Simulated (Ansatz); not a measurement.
**CdS (Greenockite) under changes of volume**

One of the cells (25.121 Å³/atom); the others are scaled copies at fixed shape and fractional positions:

```xyz
4
Lattice="4.1500 0.0000 0.0000 -2.0750 3.5940 0.0000 0.0000 0.0000 6.7370" Properties=species:S:1:pos:R:3 pbc="T T T"
Cd    2.0750    1.1980    3.3685
Cd    0.0000    2.3960    0.0000
S     2.0750    1.1980    5.8949
S     0.0000    2.3960    2.5264
```

```yaml
Program: Ansatz 0.2.0
Functional: PBEsol
Potentials_or_basis: all-electron LAPW, scalar-relativistic
Cutoff: 227 eV (chosen from the basis error)
Basis_error_allowed: 0.002 eV/atom
k_mesh: 7 × 7 × 4
Occupations: fermi-dirac, width 0.05 eV
Spin: no spin polarisation
```

```tsv
volume (Å³/atom)	energy over the lowest point (meV/atom)	pressure (GPa)	gap on the mesh (eV)	largest force (eV/Å)
23.614	10.17	3.1	1.19	0.078
24.116	2.85	1.6	1.15	0.074
24.618	0.00	0.3	1.10	0.069
25.121	?	?	?	?
25.623	5.85	-2.0	1.01	0.062
26.126	13.74	-3.0	0.97	0.058
26.628	24.47	-3.8	0.93	0.054
```

Question: What does the run at 25.121 Å³/atom give?

Answer: Energy over the lowest point 1.15 meV/atom; pressure -1.0 GPa; gap on the mesh 1.06 eV; largest force 0.065 eV/Å.

Worked out: A Birch-Murnaghan fit of order 3 (a polynomial in V^(-2/3)) to the other rows has its minimum at 24.72 Å³/atom with B0 = V·E''(V) = 61 GPa and B' = 4.6 at fixed shape and positions, which overstates the stiffness. It gives 1.14 meV/atom at 25.121 Å³/atom, against the run's 1.15, and -dE/dV = -1.0 GPa, against -1.0. A straight line through the other rows of the gap, of slope -2.19 eV per unit of ln V (its deformation potential), gives 1.06 eV, against the run's 1.06.

Energies are extrapolated to zero smearing.

Spin-orbit coupling on Cd is left out.
